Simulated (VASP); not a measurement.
# VASP 6.6.1 run: MgO

INCAR

```
ISIF = 2
LWAVE = .FALSE.
ENCUT = 520
PREC = Accurate
SIGMA = 0.1
IBRION = -1
LCHARG = .FALSE.
NSW = 0
EDIFF = 1E-7
ISMEAR = 1
NBANDS = 11
LASPH = .TRUE.
ALGO = Normal
NELM = 83
METAGGA = R2SCAN
LREAL = .FALSE.
```

KPOINTS

```
KPOINTS created by Atomic Simulation Environment
0
Gamma
10 10 10
0 0 0
```

POSCAR

```
Mg O
 1.0000000000000000
     0.0000000000000000    2.0180807187999998    2.0180807187999998
     2.0180807187999998    0.0000000000000000    2.0180807187999998
     2.0180807187999998    2.0180807187999998    0.0000000000000000
 Mg  O
   1   1
Cartesian
  0.0000000000000000  0.0000000000000000  0.0000000000000000
  2.0180807187999994  2.0180807187999994  2.0180807187999994
```

The recommended PBE PAW datasets give the neutral cell 8 valence electrons.

Command

```
mpirun -np 1 vasp_std
```

Task: Predict the outcome of this run.

Result: It converged. Results: gap between bands v and c on the k mesh 7.01 eV; least direct gap on the k mesh 7.01 eV; pressure 25.2 GPa. Band v is the last that the valence electrons fill when counted band by band, and c is the next.

OSZICAR

```
N       E                     dE             d eps       ncg     rms          rms(c)
DAV:   1     0.877710845635E+01    0.87771E+01   -0.50186E+03  1218   0.680E+02
DAV:   2    -0.190582012251E+02   -0.27835E+02   -0.27247E+02  1211   0.145E+02
DAV:   3    -0.196305963568E+02   -0.57240E+00   -0.57207E+00  1241   0.176E+01
DAV:   4    -0.196321293399E+02   -0.15330E-02   -0.15330E-02  1166   0.102E+00
DAV:   5    -0.196321344373E+02   -0.50973E-05   -0.50974E-05  1202   0.576E-02    0.702E+00
DAV:   6    -0.159586212041E+02    0.36735E+01   -0.50492E+00  1079   0.130E+01    0.198E+00
DAV:   7    -0.160073993298E+02   -0.48778E-01   -0.32235E-01  1187   0.411E+00    0.144E+00
DAV:   8    -0.160189261065E+02   -0.11527E-01   -0.64427E-02  1085   0.232E+00    0.553E-01
DAV:   9    -0.160148283223E+02    0.40978E-02   -0.13581E-02  1115   0.777E-01    0.127E-01
DAV:  10    -0.160147445008E+02    0.83821E-04   -0.98134E-04  1139   0.231E-01    0.212E-02
DAV:  11    -0.160147637127E+02   -0.19212E-04   -0.89376E-06  1172   0.272E-02    0.648E-03
DAV:  12    -0.160147652420E+02   -0.15293E-05   -0.36391E-07  1154   0.423E-03    0.352E-03
DAV:  13    -0.160147650168E+02    0.22516E-06   -0.89796E-07  1094   0.638E-03    0.100E-04
DAV:  14    -0.160147647914E+02    0.22540E-06   -0.35668E-09   562   0.538E-04    0.813E-05
DAV:  15    -0.160147647364E+02    0.55014E-07   -0.47000E-10   571   0.142E-04
   1 F= -.16014765E+02 E0= -.16014838E+02  d E =0.218493E-03
```

For comparison, a separate r²SCAN run of the intended cell, on usual settings and not on those above, gives a gap of 7.01 eV on its mesh and a pressure of 25.2 GPa.
